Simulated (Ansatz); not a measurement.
# TiC (Fm-3m) in Ansatz: notebook, part 2 of 2

Ansatz 0.2.0.

### Step 5. Phonons, LDA

The input, input.yaml:

```yaml
crystal:
  lattice:
    - [0.0, 2.1657188437, 2.1657188437]
    - [2.1657188437, 0.0, 2.1657188437]
    - [2.1657188437, 2.1657188437, 0.0]
  atoms:
    - { symbol: Ti, position: [0.0, 0.0, 0.0] }
    - { symbol: C, position: [0.5, 0.5, 0.5] }
kpoints:
  mp_grid: { grid: [8, 8, 8] }
scf:
  occupations: { method: fermi_dirac, width: 0.05 }
hamiltonian:
  xc: lda
  pseudopotentials: { kind: all_electron, lapw: { basis_error: 0.001 } }
output: {}
phonons:
  method: fd
  supercell: [1, 1, 1]
```

Potentials or basis: all-electron LAPW, scalar-relativistic.

Started as:

```bash
ansatz run input.yaml --threads 1 --pin off --max-ram 3072MiB --backend cpu --events-out ev --progress --plain --runs-dir out
```

Log:

```text
Warning: RAYON_NUM_THREADS=1 ignored (pool sized by the plan → 1); use --threads N
LAPW: plane waves up to 9.294 Å⁻¹, error target 1.0e-3 eV per atom; small_component_spin mean_spin; C in spheres of 0.915 Å, 6 of its electrons in bands, Dirac shells []; Ti in spheres of 1.185 Å, 18 of its electrons in bands, Dirac shells [] (how accurate: hamiltonian.pseudopotentials.lapw.basis_error, Limitations)
Engine: ansatz 0.2.0, aarch64-unknown-linux-gnu
Pseudopotentials: kind: all_electron
Pseudopotential: Ti, LAPW, valence charge 18, lapw/all_electron/scalar/gaussian/Ti, Koelling and Harmon's equation, gaussian nucleus
Pseudopotential: C, LAPW, valence charge 6, lapw/all_electron/scalar/gaussian/C, Koelling and Harmon's equation, gaussian nucleus
Functional definition: SPW92
  exchange = slater_x
  correlation = pw_c
Crystal: 2 atoms, lattice volume = 20.316 Å³
Basis set: ecut = 329.1103529495436 eV, 283 PW (Γ), exchange–correlation at level 2
Bands: 16, of which v1, the nominal top of the filled ones, is band 12 counted from 1 (11 counted from 0)
Symmetry: 48 space group operations
k-points: 29 of 512
Non-local potential: Ti, projectors of the file, none
Non-local potential: C, projectors of the file, none
Initial density: superposition of atomic densities (chi_scale 0.1, normalization cell, long waves kept (reshape's long-wave potential 0.00 eV rms))
Initial wavefunctions: plane waves of lowest kinetic energy (no species holds an atomic orbital)
Functional: x = slater, c = lda
iter 1 solved again at ethr=2.77e-2 eV; its pass at ethr=1.00e-1 eV (dr2=6.65e0 eV) is discarded
SCF iter   1: F=—  HF=-24217.155739 eV  |F-HF|=—  |Δ(HF+E_count)|=         —  Δρ=1.61e-1  dr2=6.65e0  ethr=2.77e-2  ⟨swp⟩=2.0  Hψ=2909  notcnv=0
preconditioner: auto → none  [insulator: Δε(μ)=0.162 eV  Ē_g=20.414 eV  σ=0.050 eV  W_gap=0.65  n_scr=8 (ndim 8)  ℏωp=30.8 eV  f_vac=0.000  D(μ)=0.18/eV (n_scr^D=0)  ε∞_Penn≈3.3]
SCF iter   2: F=—  HF=-24218.371931 eV  |F-HF|=—  |Δ(HF+E_count)|=    1.22e0  Δρ=1.90e-1  dr2=9.04e0  ethr=2.77e-2  ⟨swp⟩=3.0  Hψ=1498  notcnv=0
iter 3 solved again at ethr=1.01e-3 eV; its pass at ethr=2.77e-2 eV (dr2=2.42e-1 eV) is discarded
SCF iter   3: F=—  HF=-24214.978831 eV  |F-HF|=—  |Δ(HF+E_count)|=    3.39e0  Δρ=3.47e-2  dr2=2.43e-1  ethr=1.01e-3  ⟨swp⟩=2.0  Hψ=2352  notcnv=0
SCF iter   4: F=—  HF=-24214.870343 eV  |F-HF|=—  |Δ(HF+E_count)|=         —  Δρ=1.10e-2  dr2=1.44e-2  ethr=1.01e-3  ⟨swp⟩=3.0  Hψ=1478  notcnv=0
the basis was enlarged: its passes take 37.6 KiB over the memory plan, 1 of 1 planned eigensolver slots
SCF iter   5: F=—  HF=-24214.866530 eV  |F-HF|=—  |Δ(HF+E_count)|=   3.81e-3  Δρ=4.65e-3  dr2=5.36e-3  ethr=5.99e-5  ⟨swp⟩=2.0  Hψ=1418  notcnv=0
SCF iter   6: F=—  HF=-24214.864542 eV  |F-HF|=—  |Δ(HF+E_count)|=   1.99e-3  Δρ=1.77e-3  dr2=7.23e-4  ethr=2.23e-5  ⟨swp⟩=2.0  Hψ=1309  notcnv=0
SCF iter   7: F=—  HF=-24214.864086 eV  |F-HF|=—  |Δ(HF+E_count)|=   4.57e-4  Δρ=6.44e-4  dr2=8.43e-5  ethr=3.01e-6  ⟨swp⟩=2.0  Hψ=1309  notcnv=0
SCF iter   8: F=—  HF=-24214.863988 eV  |F-HF|=—  |Δ(HF+E_count)|=   9.74e-5  Δρ=1.62e-4  dr2=4.59e-6  ethr=3.51e-7  ⟨swp⟩=2.0  Hψ=1311  notcnv=0
SCF iter   9: F=—  HF=-24214.863980 eV  |F-HF|=—  |Δ(HF+E_count)|=   7.93e-6  Δρ=1.55e-5  dr2=3.96e-8  ethr=1.91e-8  ⟨swp⟩=3.0  Hψ=1370  notcnv=0
SCF iter  10: F=-24214.863980 eV  HF=-24214.863980 eV  |F-HF|=8.00e-11  |Δ(HF+E_count)|=   7.64e-8  Δρ=2.74e-7  dr2=9.81e-12  ethr=1.65e-10  ⟨swp⟩=3.0  Hψ=1396  notcnv=0
SCF 1 converged in 10 iterations: F = -24214.863980 eV  dr2 = 9.81e-12
Symmetry: 8 space group operations
k-points: 59 of 512 (time reversal used)
Initial density: handed on by an earlier stage of this run
Initial wavefunctions: plane waves of lowest kinetic energy (no species holds an atomic orbital; no wavefunctions were taken with the density)
iter 1 solved again at ethr=6.71e-7 eV; its pass at ethr=1.00e-1 eV (dr2=1.61e-4 eV) is discarded
SCF iter   1: F=—  HF=-24214.863591 eV  |F-HF|=—  |Δ(HF+E_count)|=         —  Δρ=8.73e-4  dr2=1.59e-4  ethr=6.71e-7  ⟨swp⟩=4.6  Hψ=7451  notcnv=0
preconditioner: auto → none  [insulator: Δε(μ)=0.197 eV  Ē_g=7.805 eV  σ=0.050 eV  W_gap=0.56  n_scr=8 (ndim 8)  ℏωp=23.3 eV  f_vac=0.000  D(μ)=0.36/eV (n_scr^D=0)  ε∞_Penn≈9.9]
iter 2 solved again at ethr=3.19e-8 eV; its pass at ethr=6.64e-7 eV (dr2=7.65e-6 eV) is discarded
SCF iter   2: F=—  HF=-24214.863519 eV  |F-HF|=—  |Δ(HF+E_count)|=   7.25e-5  Δρ=2.27e-4  dr2=7.64e-6  ethr=3.19e-8  ⟨swp⟩=2.0  Hψ=4765  notcnv=0
SCF iter   3: F=—  HF=-24214.863517 eV  |F-HF|=—  |Δ(HF+E_count)|=   1.75e-6  Δρ=6.38e-5  dr2=4.42e-7  ethr=3.18e-8  ⟨swp⟩=3.0  Hψ=2895  notcnv=0
SCF iter   4: F=—  HF=-24214.863517 eV  |F-HF|=—  |Δ(HF+E_count)|=   4.58e-7  Δρ=6.77e-5  dr2=1.08e-6  ethr=1.84e-9  ⟨swp⟩=3.0  Hψ=2899  notcnv=0
SCF iter   5: F=—  HF=-24214.863517 eV  |F-HF|=—  |Δ(HF+E_count)|=   3.63e-7  Δρ=8.61e-6  dr2=1.27e-8  ethr=1.84e-9  ⟨swp⟩=3.0  Hψ=2845  notcnv=0
SCF iter   6: F=-24214.863517 eV  HF=-24214.863517 eV  |F-HF|=4.00e-11  |Δ(HF+E_count)|=   2.49e-9  Δρ=8.03e-7  dr2=6.15e-11  ethr=5.27e-11  ⟨swp⟩=2.1  Hψ=2675  notcnv=0
SCF 2 converged in 6 iterations: F = -24214.863517 eV  dr2 = 6.15e-11
iter 1 solved again at ethr=1.82e-6 eV; its pass at ethr=1.00e-1 eV (dr2=4.38e-4 eV) is discarded
SCF iter   1: F=—  HF=-24214.863720 eV  |F-HF|=—  |Δ(HF+E_count)|=         —  Δρ=1.30e-3  dr2=4.38e-4  ethr=1.82e-6  ⟨swp⟩=4.2  Hψ=7250  notcnv=0
preconditioner: auto → none  [insulator: Δε(μ)=0.196 eV  Ē_g=7.805 eV  σ=0.050 eV  W_gap=0.56  n_scr=8 (ndim 8)  ℏωp=23.3 eV  f_vac=0.000  D(μ)=0.36/eV (n_scr^D=0)  ε∞_Penn≈9.9]
iter 2 solved again at ethr=9.31e-8 eV; its pass at ethr=1.82e-6 eV (dr2=2.24e-5 eV) is discarded
SCF iter   2: F=—  HF=-24214.863525 eV  |F-HF|=—  |Δ(HF+E_count)|=   1.95e-4  Δρ=3.25e-4  dr2=2.23e-5  ethr=9.31e-8  ⟨swp⟩=2.0  Hψ=4757  notcnv=0
SCF iter   3: F=—  HF=-24214.863517 eV  |F-HF|=—  |Δ(HF+E_count)|=   8.17e-6  Δρ=8.89e-5  dr2=8.14e-7  ethr=9.31e-8  ⟨swp⟩=3.0  Hψ=2882  notcnv=0
SCF iter   4: F=—  HF=-24214.863517 eV  |F-HF|=—  |Δ(HF+E_count)|=   4.13e-7  Δρ=7.56e-5  dr2=1.39e-6  ethr=3.39e-9  ⟨swp⟩=3.0  Hψ=2857  notcnv=0
SCF iter   5: F=—  HF=-24214.863517 eV  |F-HF|=—  |Δ(HF+E_count)|=   4.61e-7  Δρ=2.18e-5  dr2=1.08e-7  ethr=3.39e-9  ⟨swp⟩=3.0  Hψ=2845  notcnv=0
SCF iter   6: F=—  HF=-24214.863517 eV  |F-HF|=—  |Δ(HF+E_count)|=   3.92e-8  Δρ=3.12e-6  dr2=2.00e-9  ethr=4.49e-10  ⟨swp⟩=2.1  Hψ=2672  notcnv=0
SCF iter   7: F=-24214.863517 eV  HF=-24214.863517 eV  |F-HF|=7.28e-12  |Δ(HF+E_count)|=  6.48e-10  Δρ=2.58e-7  dr2=1.20e-11  ethr=8.33e-12  ⟨swp⟩=2.3  Hψ=2689  notcnv=0
SCF 3 converged in 7 iterations: F = -24214.863517 eV  dr2 = 1.20e-11
SCF converged after 10 iterations
Free energy (F): -24214.863980 eV
Harris-Foulkes:  -24214.863980 eV  (|F-HF|=8.00e-11)
Internal energy: -24214.861222 eV  (E = F + TS)
E sigma→0 (E₀):  -24214.862601 eV
Entropy (-TS):   -0.002758 eV (-1.379 meV/atom)
Fermi energy:    14.771330 eV
--- Per-component energies (eV) ---
  E_band       = -3136.432768
  E_kinetic    = 24415.061416
  E_xc         = -1236.779442
  E_electrostatic = -47393.143196  (all electrons and nuclei)
  E_smearing   = -0.002758  (= −TS)
  E_closure    = 0.000000  (closes the sum)
  E_atoms      = -24195.367548  (free atoms, spherical and without spin; not in F)
  Σ components = -24214.863980   (vs F -24214.863980, Δ=0.00e0)
  Basis errors (estimates in eV, not in F): energy 3.3e-4 per atom: plane waves 2.9e-4 (1.7e-4 summed), levels above the bands 3.8e-20, relativity 6.2e-9, radial functions 3.9e-5, core shells 5.9e-7; eigenvalues (radial functions only) 1.6e-6; not estimated: angular momenta, meshes, grids; target (lapw.basis_error) 1.0e-3; muffin-tin radii C 0.915 Å, Ti 1.185 Å
--- Forces (eV/Å), atoms counted from 1 ---
  atom   1  Ti    -0.00000000    -0.00000000    -0.00000000
  atom   2  C      0.00000000     0.00000000     0.00000000
  max |Σ_I F_I| component: 1.13e-30 eV/Å
--- Band table (eV; the first three rows and the last of 29) ---
  k-point 0: bands = ["-422.8118", "-422.8118", "-422.8118", "-247.0217", "-41.1332", "-17.4732", "-17.4732", "-17.4732", "2.5974", "15.4591", "15.4591", "15.4591", "16.5125", "16.5125", "16.5125", "16.5456"]
  k-point 1: bands = ["-422.8118", "-422.8118", "-422.8118", "-247.0217", "-41.1219", "-17.5513", "-17.4805", "-17.4805", "2.9499", "14.1765", "14.5345", "14.5345", "15.8904", "15.8904", "17.0623", "18.5983"]
  k-point 2: bands = ["-422.8118", "-422.8118", "-422.8118", "-247.0217", "-41.0946", "-17.7361", "-17.4982", "-17.4982", "3.9207", "12.1049", "13.1281", "13.1281", "16.5459", "16.5459", "17.6424", "20.6740"]
  k-point 28: bands = ["-422.8118", "-422.8118", "-422.8118", "-247.0217", "-41.0301", "-17.7880", "-17.7880", "-17.6557", "5.5050", "11.7051", "11.7051", "12.1288", "17.5863", "17.5863", "18.3103", "20.0094"]
--- Phonons: 2 displaced members + reference (amplitude 0.01 Å, Σ member SCF iterations 13) ---
  symmetry images taken by strict's conditions (phonons.symmetry_images: auto; settled by no image being taken that strict refuses)
  ASR residual: 3.395e-4 → 0.000e0 eV/Å²; symmetrization residual: 2.496e-4 eV/Å²
  largest component of a force at the reference: 1.7e-30 eV/Å
  ASR residual per site (eV/Å²): 3.40e-4 2.15e-4
  Γ frequencies (cm⁻¹): 0.00 0.00 0.00 511.93 511.93 511.93
  density of states and harmonic sums: on the 24×24×24 q-mesh, interpolated from the force constants of a 1×1×1 supercell (no non-analytic term)
  largest difference from the sums on the solved wave vectors: F 3.46e-1 eV, S 6.05e-4 and C_V 2.58e-4 eV/K
  zero-point energy: 0.124906 eV/cell   skipped modes (ω ≤ 0): 3   left out of the sums: 3.62e-5 of the cell's modes: C_V's classical limit lies that fraction below 3 k_B per atom; for a crystal, a wire or a layer, F and S can be off by more, and a phonons.interpolated_qmesh denser along its periods is the remedy for the sampling
```

Run time: 24 s. Hardware: 1 thread of Arm Neoverse V1, shared host; peak memory 0.28 GiB.

Results:

```
Free energy                   : -24214.8640 eV
Band gap on the k mesh        : none (metal or under the smearing width)
Highest phonon frequency at Γ : 512 cm⁻¹
```

Phonon frequencies in cm⁻¹ (negative: imaginary):
| q point | frequencies |
| --- | --- |
| (0.000, 0.000, 0.000) | 0 0 0 512 512 512 |

Caveat: the k mesh is thin for a metal, which can move the energy by tens of meV per atom; a metal's response needs a denser mesh.

### Step 6. Summary

```tsv
task	level	k mesh	cutoff (eV)	gap on the mesh (eV)	pressure (GPa)
band structure	revPBE	11 × 11 × 11	313	-	3.6
elastic constants	PBE	8 × 8 × 8	330	none	0.3
phonons	PBEsol	8 × 8 × 8	330	none	-
phonons	LDA	8 × 8 × 8	329	none	-
```

Alike in all rows: potentials or basis all-electron LAPW, scalar-relativistic; no spin polarisation; cell as given; smearing fermi-dirac 0.05 eV; basis error allowed 0.001 eV/atom.

Every run on the cell as given and a fine mesh finds a metal.

Caveats: the k mesh is thin for a metal, which can move the energy by tens of meV per atom (some runs); a metal's response needs a denser mesh (some runs); elastic constants of metals need much finer meshes, so these are rough (some runs).

Compare energies only between runs with the same functional and basis.
